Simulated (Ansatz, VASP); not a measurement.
## Al: VASP beside Ansatz

The input INCAR:

```
PREC     = Accurate       # precision mode
ENCUT    = 520            # plane-wave cutoff, eV
EDIFF    = 1E-7           # SCF threshold, eV
ISMEAR   = -1             # smearing method
SIGMA    = 0.05           # smearing width, eV
LREAL    = F              # projectors in reciprocal space
LASPH    = T              # aspherical terms in the spheres
NELM     = 60             # most SCF steps
ALGO     = Normal         # electronic algorithm
ISIF     = 2              # what is computed and relaxed
LWAVE    = F              # write WAVECAR
LCHARG   = F              # write CHGCAR
GGA      = PE             # functional
NBANDS   = 10             # bands
```

Contents of KPOINTS:

```
Automatic mesh
0
Gamma
  7 7 10
```

The input POSCAR:

```
Al
1.0
    4.4539135481      0.0000000000      0.0000000000
   -2.2269616720      3.8571986700      0.0000000000
    0.0000000000      0.0000000000      2.6977115724
Al
2
Direct
    0.3333300000      0.6666700000      0.5000000000
    0.6666700000      0.3333300000      0.5000000000
```

Contents of input.yaml:

```yaml
crystal:
  lattice:
    - [4.4539135481, 0.0, 0.0]
    - [-2.226961672, 3.85719867, 0.0]
    - [0.0, 0.0, 2.6977115724]
  atoms:
    - { symbol: Al, position: [0.33333, 0.66667, 0.5] }
    - { symbol: Al, position: [0.66667, 0.33333, 0.5] }
hamiltonian:
  xc: pbe
  pseudopotentials: { kind: paw }
kpoints:
  mp_grid: { grid: [7, 7, 10] }
scf:
  occupations: { method: fermi_dirac, width: 0.05 }
output:
  forces: true
  stress: true
  eigenvalues: true
```

The cell was built by a generator and needn't be a form met in nature.

Alike in both runs: task single point; functional PBE; k mesh 7 × 7 × 10; occupations fermi-dirac, width 0.05 eV; no spin polarisation.

|  | VASP | Ansatz |
| --- | --- | --- |
| version | VASP 6.6.1 | Ansatz 0.2.0 |
| potentials or method | VASP PAW PBE potentials, release 64 (Al) | Ansatz PAW |
| plane-wave cutoff (eV) | 520 | 420 |
| valence electrons in the cell | 6 | 6 |

Ansatz gave:

```
gap on the k mesh at the Fermi level (eV)       : none
pressure (GPa)                                  : 3.1
largest component of the traceless stress (GPa) : 0.69
```

Problem. Which values does VASP return?

Solution. gap on the k mesh at the Fermi level (eV): none; pressure (GPa): 3.0; largest component of the traceless stress (GPa): 0.68.

A gap of «none» marks a metal or a gap that the smearing closes.
